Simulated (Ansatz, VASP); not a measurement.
## One calculation of Fe, two programs

File INCAR:

```
SYSTEM = Fe
ALGO = Normal
EDIFF = 1E-6
EDIFFG = -0.02
ENCUT = 600
GGA = PE
IBRION = 2
ISIF = 3
ISMEAR = -1
ISPIN = 2
IVDW = 13
LASPH = .True.
LCHARG = .False.
LMAXMIX = 4
LORBIT = 11
LREAL = .False.
LWAVE = .False.
MAGMOM = 3
NELM = 150
NSW = 80
PREC = Accurate
SIGMA = 0.05
```

Contents of KPOINTS:

```
k-points
0
Gamma
  13 13 13
  0 0 0
```

POSCAR

```
Fe
1.0
   -1.4430000000      1.4430000000      1.4430000000
    1.4430000000     -1.4430000000      1.4430000000
    1.4430000000      1.4430000000     -1.4430000000
Fe
1
Direct
    0.0000000000      0.0000000000      0.0000000000
```

input.yaml

```yaml
crystal:
  lattice:
    - [-1.443, 1.443, 1.443]
    - [1.443, -1.443, 1.443]
    - [1.443, 1.443, -1.443]
  atoms:
    - { symbol: Fe, position: [0.0, 0.0, 0.0], spin: 3.0 }
kpoints:
  mp_grid: { grid: [13, 13, 13] }
scf:
  occupations: { method: fermi_dirac, width: 0.05 }
hamiltonian:
  xc: pbe
  dispersion: d4
  pseudopotentials: { kind: all_electron, lapw: { basis_error: 0.001 } }
magnetization:
  spin_polarized: true
output:
  forces: true
  stress: true
relax:
  f_tol: 0.02
  max_steps: 60
  cell: {}
```

Alike in both runs: task relaxation of cell and atoms; functional PBE; dispersion D4; k mesh 13 × 13 × 13; occupations fermi-dirac, width 0.05 eV; collinear spin.

|  | VASP | Ansatz |
| --- | --- | --- |
| version | VASP 6.6.1 | Ansatz 0.2.0 |
| potentials or method | VASP PAW PBE potentials, release 64 (Fe) | all-electron LAPW, scalar-relativistic |
| plane-wave cutoff (eV) | 600 | see its input |

Ansatz gave:

* net moment per atom (μB): 2.08
* size of the moment on the site where the two differ most (μB): 2.13
* relaxed volume (Å³/atom): 11.04
* relaxed cell length with the largest relative difference (Å): 2.429
* energy change over the relaxation (meV/atom): -49

Q: Which values does VASP return?

A: net moment per atom (μB): 2.10; size of the moment on the site where the two differ most (μB): 2.09; relaxed volume (Å³/atom): 11.03; relaxed cell length with the largest relative difference (Å): 2.429; energy change over the relaxation (meV/atom): -48.

Site moments also hang on the region over which each program counts them. Ansatz ran all-electron here, so the differences hold the error of VASP's frozen core and of both bases.

Caveats: pairwise dispersion overbinds metals, which lowers pressure and volume (VASP).
